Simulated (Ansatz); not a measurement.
As:

```
As
1.0
     1.88080    1.08588    3.51406
    -1.88080    1.08588    3.51406
     0.00000   -2.17176    3.51406
As
2
Cartesian
  0.0000 0.0000 2.3825
  0.0000 0.0000 8.1597
```

Base run:

| Item | Value |
| --- | --- |
| Program | Ansatz 0.2.0 |
| Functional | PBEsol |
| Potentials or basis | all-electron PAW datasets made for the crystal |
| Cutoff | 240 eV (chosen from the basis error) |
| k mesh | 6 × 6 × 6 |
| Occupations | fermi-dirac, width 0.05 eV |
| Spin | no spin polarisation |

Its results: band gap on the k mesh none (metal or under the smearing width); pressure 0.2 GPa.

Task: The run is repeated on the same cell with these changes: functional from PBEsol to PBE0; cutoff from 240 eV (chosen from the basis error) to 360 eV (chosen from the basis error). What comes out?

Result: Band gap on the k mesh none (metal or under the smearing width); pressure 0.8 GPa.

Caveats: the k mesh is thin for a metal, which can move the energy by tens of meV per atom; the program warned that the printed levels may be off, so bands, gaps and densities of states are rough (some runs).

The runs don't all hold the same shells in valence.
